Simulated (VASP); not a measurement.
Set up this calculation in VASP 6.6.1, as the native input.

| Property | Result |
| --- | --- |
| Task | relaxation of the atoms |
| Functional | LDA |
| Potentials or basis | VASP PAW LDA potentials, release 64 (Si, C) |
| Cutoff | 600 eV |
| k mesh | 10 × 10 × 10 |
| Occupations | gaussian, width 0.03 eV |
| Spin | no spin polarisation |
| Further INCAR settings | ALGO = Normal; EDIFF = 1e-07; IBRION = 2; EDIFFG = -0.01; NSW = 40 |

The structure of SiC (Moissanite 3C) lies in POSCAR:

```
SiC                                     
1.0
    0.0000000000      2.2077425345      2.2077425345
    2.2077425345      0.0000000000      2.2077425345
    2.2077425345      2.2077425345      0.0000000000
  Si              C             
     1     1
Direct
     0.0000000000000000    0.0000000000000000    0.0000000000000000
     0.2500000000000000    0.2500000000000000    0.2500000000000000
```

The cell isn't the ideal one: a relaxed cell with its volume scaled by 1.06.

One way to write it, as run:

INCAR

```
SYSTEM = SiC
  ALGO = Normal
  EDIFF = 1E-7
  EDIFFG = -0.01
  ENCUT = 600
  IBRION = 2
  ISIF = 2
  ISMEAR = 0
  LASPH = .True.
  LCHARG = .False.
  LREAL = .False.
  LWAVE = .False.
  NELM = 80
  NSW = 40
  PREC = Accurate
  SIGMA = 0.03
```

KPOINTS

```
k-points
0
Gamma
  10 10 10
  0 0 0
```

Potentials or basis: VASP PAW LDA potentials, release 64 (Si, C).

Launch:

```console
$ cat potpaw_LDA.64/Si/POTCAR potpaw_LDA.64/C/POTCAR > POTCAR
$ mpirun -np 1 vasp_std > vasp.out
```

It gave:

```json
{"Pressure after relaxing": "-11.9 GPa", "Band gap on the k mesh": "1.34 eV, indirect (least direct gap 4.45 eV)"}
```

Caveat: the relaxation stopped at its first step, so nothing moved.

Wall time 15 s on 1 thread of Intel(R) Xeon(R) Platinum 8488C (Sapphire Rapids), with other jobs on the host, peak memory 0.13 GiB.
